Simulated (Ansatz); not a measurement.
# BN: the cost of one run

Program: Ansatz 0.2.0. Level of theory: DFT PBE+D3(BJ), scalar-relativistic, plane waves, PAW. These are calculated values, not measurements.

## 1. The structure to begin with

The structure is hexagonal, space group P-6m2 (No. 187). The conventional cell has a = 2.510 Å, b = 2.510 Å, c = 6.690 Å, α = 90.00°, β = 90.00°, γ = 120.00°. B (site symmetry -6m2) has 3 N at 1.45 Å as nearest neighbours. N (site symmetry -6m2) has 3 B at 1.45 Å as nearest neighbours.

Structure file:

```cif
data_structure
_symmetry_space_group_name_H-M 'P 1'
_symmetry_Int_Tables_number 1
_cell_length_a 5.0200
_cell_length_b 5.0200
_cell_length_c 6.6900
_cell_angle_alpha 90.000
_cell_angle_beta 90.000
_cell_angle_gamma 120.000
_cell_volume 146.00
loop_
_atom_site_label
_atom_site_type_symbol
_atom_site_fract_x
_atom_site_fract_y
_atom_site_fract_z
_atom_site_occupancy
B1 B 0.50000 0.50000 0.50000 1
B2 B 0.00000 0.50000 0.50000 1
B3 B 0.50000 0.00000 0.50000 1
B4 B 0.00000 0.00000 0.50000 1
B5 B 0.16667 0.33333 0.00000 1
B6 B 0.66667 0.33333 0.00000 1
B7 B 0.16667 0.83333 0.00000 1
B8 B 0.66667 0.83333 0.00000 1
N1 N 0.50000 0.50000 0.00000 1
N2 N 0.00000 0.50000 0.00000 1
N3 N 0.50000 0.00000 0.00000 1
N4 N 0.00000 0.00000 0.00000 1
N5 N 0.33333 0.16667 0.50000 1
N6 N 0.83333 0.16667 0.50000 1
N7 N 0.33333 0.66667 0.50000 1
N8 N 0.83333 0.66667 0.50000 1
```

The cell is taken as given, not relaxed at this level.

## 2. Reference: the perfect supercell

Input file input.yaml:

```yaml
crystal:
  lattice:
    - [2.5099983704, -4.3474447044, 0.0]
    - [-5.0199967408, 0.0, 0.0]
    - [0.0, 0.0, -6.69]
  atoms:
    - { symbol: B, position: [0.5, 0.5, 0.5] }
    - { symbol: B, position: [0.0, 0.5, 0.5] }
    - { symbol: B, position: [0.5, 0.0, 0.5] }
    - { symbol: B, position: [0.0, 0.0, 0.5] }
    - { symbol: B, position: [0.1666666667, 0.3333333333, 0.0] }
    - { symbol: B, position: [0.6666666667, 0.3333333333, 0.0] }
    - { symbol: B, position: [0.1666666667, 0.8333333333, 0.0] }
    - { symbol: B, position: [0.6666666667, 0.8333333333, 0.0] }
    - { symbol: "N", position: [0.5, 0.5, 0.0] }
    - { symbol: "N", position: [0.0, 0.5, 0.0] }
    - { symbol: "N", position: [0.5, 0.0, 0.0] }
    - { symbol: "N", position: [0.0, 0.0, 0.0] }
    - { symbol: "N", position: [0.3333333333, 0.1666666667, 0.5] }
    - { symbol: "N", position: [0.8333333333, 0.1666666667, 0.5] }
    - { symbol: "N", position: [0.3333333333, 0.6666666667, 0.5] }
    - { symbol: "N", position: [0.8333333333, 0.6666666667, 0.5] }
  symmetry: { detect: false }
basis:
  ecutwfc: 420
kpoints:
  mp_grid: { grid: [3, 3, 2], shift: [0.0, 0.0, 0.5] }
hamiltonian:
  xc: pbe
  dispersion: d3bj
scf:
  occupations: { method: gaussian, width: 0.1 }
output:
  forces: true
  stress: true
  eigenvalues: true
```

On the command line:

```
$ ansatz run input.yaml --threads 4 --pin off --max-ram 5120MiB --backend cpu --events-out ev --progress --plain --runs-dir out
```

**Question.** How long does this run take on 4 threads of an x86-64 CPU, shared host, and how much memory does it need?

About 1.4 s, with a peak of 0.46 GiB.
